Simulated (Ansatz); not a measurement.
**Pb under changes of volume**

One of the cells (32.418 Å³/atom); the others are scaled copies at fixed shape and fractional positions:

```
Pb
1.0
     3.03861   -1.75032    0.00000
     3.03861    1.75032    0.00000
    -2.11546    0.00000    6.09522
Pb
2
Cartesian
  3.9848 0.0000 4.4269
  -0.0230 0.0000 1.6683
```

This isn't the form of Pb at room conditions, which is fcc.

- Program: Ansatz 0.2.0
- Functional: PBE0
- Potentials or basis: Ansatz PAW
- Cutoff: 420 eV (not typed: the program's choice for these potentials)
- k mesh: 6 × 6 × 4
- Occupations: fermi-dirac, width 0.05 eV
- Spin: no spin polarisation

```csv
volume (Å³/atom),energy over the lowest point (meV/atom),pressure (GPa),largest force (eV/Å)
30.473,14.96,2.8,0.274
31.121,5.83,1.7,0.224
31.769,1.00,0.7,0.178
32.418,0.00,-0.2,0.136
33.066,3.03,-0.8,0.113
33.714,7.30,-1.5,0.076
34.363,?,?,?
```

Task: What does the run at 34.363 Å³/atom give?

Result: Energy over the lowest point 14.54 meV/atom; pressure -2.1 GPa; largest force 0.040 eV/Å.

Worked out: A Birch-Murnaghan fit of order 3 (a polynomial in V^(-2/3)) to the other rows has its minimum at 32.23 Å³/atom with B0 = V·E''(V) = 40 GPa (rough, since the energies scatter) at fixed shape and positions, which overstates the stiffness. It gives 14.00 meV/atom at 34.363 Å³/atom, against the run's 14.54, and -dE/dV = -1.8 GPa, against -2.1.

Energies are extrapolated to zero smearing.

Caveats: the PAW data sets come from PBE, with cores solved anew for the run's functional, which leaves a small shift of forces and pressure; the thresholds are loose for stress.
